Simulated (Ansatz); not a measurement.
# Zone-centre phonons of Al$_{3}$GaN$_{4}$: input and output

Level of theory: Ansatz, DFT PBEsol, scalar-relativistic, plane waves, PAW.

Launched with:
```bash
ansatz run input.yaml --threads 2 --pin off --max-ram 6144MiB --backend cpu --events-out ev --progress --plain --runs-dir out
```

Input (bare energies are in eV):
```yaml
crystal:
  lattice:
    - [4.4071832119, 0.0, 0.0]
    - [0.0, 4.4071832119, 0.0]
    - [0.0, 0.0, 4.4071832119]
  atoms:
    - { symbol: Al, position: [0.5, 0.5, 0.0] }
    - { symbol: Al, position: [0.5, 0.0, 0.5] }
    - { symbol: Al, position: [0.0, 0.5, 0.5] }
    - { symbol: Ga, position: [0.0, 0.0, 0.0] }
    - { symbol: "N", position: [0.7447085552, 0.7447085552, 0.2552914448] }
    - { symbol: "N", position: [0.7447085552, 0.2552914448, 0.7447085552] }
    - { symbol: "N", position: [0.2552914448, 0.7447085552, 0.7447085552] }
    - { symbol: "N", position: [0.2552914448, 0.2552914448, 0.2552914448] }
basis:
  ecutwfc: 420
kpoints:
  mp_grid: { grid: [6, 6, 6] }
hamiltonian:
  xc: pbesol
scf:
  occupations: { method: fixed }
output:
  eigenvalues: true
phonons:
  method: dfpt
  dielectric: true
  rigid_motions: translations
  eigenvectors: true
```

The end of the output:
```
--- Phonons (Γ-DFPT): 4 representative perturbations + reference, on 112 of 216 k-points (Σ response iterations 12) ---
  k mesh reduced under 1 symmetry operation, with k and −k counted as one. Each operation leaves every solved perturbation unchanged. A smaller set is not considered because the run solves the response ...
  ASR residual: 8.326e-5 → 0.000e0 eV/Å²; symmetrization residual: 2.218e-6 eV/Å²
  ASR residual per site (eV/Å²): 6.25e-5 6.25e-5 6.25e-5 3.14e-5 8.33e-5 8.33e-5 8.33e-5 8.33e-5
  Γ frequencies (cm⁻¹): 0.00 0.00 0.00 242.25 242.25 242.25 327.27 327.27 327.27 517.80 517.80 517.80 607.72 607.72 607.72 655.80 655.80 655.80 657.80 657.80 657.80 684.00 700.71 700.71
  ε∞ (high-frequency dielectric tensor):
        4.928630     0.000000     0.000000
        0.000000     4.928630    -0.000000
        0.000000    -0.000000     4.928630
  ε⁰ (static dielectric tensor: ions relaxed, cell fixed):
        8.966232    -0.000000    -0.000000
       -0.000000     8.966232     0.000000
       -0.000000     0.000000     8.966232
  ε⁰ − ε∞ (ionic part):
        4.037601    -0.000000    -0.000000
       -0.000000     4.037601     0.000000
       -0.000000     0.000000     4.037601
  softest optical mode at Γ: 242.25 cm⁻¹; the repairs (sum rule, projections) moved no ω² at Γ by more than (1.66 cm⁻¹)²
  Born effective charges Z* (e; rows j = field, columns β = displacement):
    site 0:
         2.64099   -0.00000    0.00000
         0.00000    2.64099   -0.00000
         0.00000   -0.00000    2.42984
    site 1:
         2.64099   -0.00000    0.00000
         0.00000    2.42984   -0.00000
         0.00000   -0.00000    2.64099
    site 2:
         2.42984   -0.00000    0.00000
         0.00000    2.64099   -0.00000
         0.00000   -0.00000    2.64099
    site 3:
         2.52525   -0.00000    0.00000
        -0.00000    2.52525   -0.00000
         0.00000   -0.00000    2.52525
    site 4:
        -2.55926   -0.06089    0.06089
        -0.06089   -2.55926    0.06089
         0.06089    0.06089   -2.55926
    site 5:
        -2.55926    0.06089   -0.06089
         0.06089   -2.55926    0.06089
        -0.06089    0.06089   -2.55926
    site 6:
        -2.55926    0.06089    0.06089
         0.06089   -2.55926   -0.06089
         0.06089   -0.06089   -2.55926
    site 7:
        -2.55926   -0.06089   -0.06089
        -0.06089   -2.55926   -0.06089
        -0.06089   -0.06089   -2.55926
  Z* charge neutrality: 4.767e-4 e pre-enforcement
  solved inside a basis spanned on kpoints, on 6×6×6 k-points, its susceptibility summed on 10×10×10: ε∞ is read to err by 1.5e-2, Z* by 1.4e-2 e (field_mesh: kpoints solves on kpoints); Z* is corrected for ...
  optical modes at Γ without the LO–TO term, one row a degenerate level:
      ω (cm⁻¹) modes IR ((D/Å)²/amu)
        242.25      3             0.5950
        327.27      3             0.0000
        517.80      3             9.2776
        607.72      3            81.6134
        655.80      3             0.0000
        657.80      3            95.3770
        684.00      1             0.0000
        700.71      2             0.0000
  optical modes at Γ + LO–TO along q̂ = [1.0000, 0.0000, 0.0000]:
      ω (cm⁻¹) modes IR ((D/Å)²/amu)
        242.25      2             0.3967
        243.31      1             0.0522
        327.27      3             0.0000
        517.80      2             6.1851
        522.19      1             0.2567
        607.72      2            54.4089
        629.03      1             0.6258
        655.80      3             0.0000
        657.80      2            63.5847
        684.00      1             0.0000
        700.71      2             0.0000
        846.25      1            61.3529
  optical modes at Γ + LO–TO along q̂ = [0.0000, 1.0000, 0.0000]:
      ω (cm⁻¹) modes IR ((D/Å)²/amu)
        242.25      2             0.3967
        243.31      1             0.0522
        327.27      3             0.0000
        517.80      2             6.1851
        522.19      1             0.2567
        607.72      2            54.4089
        629.03      1             0.6258
        655.80      3             0.0000
        657.80      2            63.5847
        684.00      1             0.0000
        700.71      2             0.0000
        846.25      1            61.3529
  optical modes at Γ + LO–TO along q̂ = [0.0000, 0.0000, 1.0000]:
      ω (cm⁻¹) modes IR ((D/Å)²/amu)
        242.25      2             0.3967
        243.31      1             0.0522
        327.27      3             0.0000
        517.80      2             6.1851
        522.19      1             0.2567
        607.72      2            54.4089
        629.03      1             0.6258
        655.80      3             0.0000
        657.80      2            63.5847
        684.00      1             0.0000
        700.71      2             0.0000
        846.25      1            61.3529
```

It took 84 s on 2 threads of Intel(R) Xeon(R) Platinum 8488C (Sapphire Rapids) (shared host), peak memory 1.4 GiB.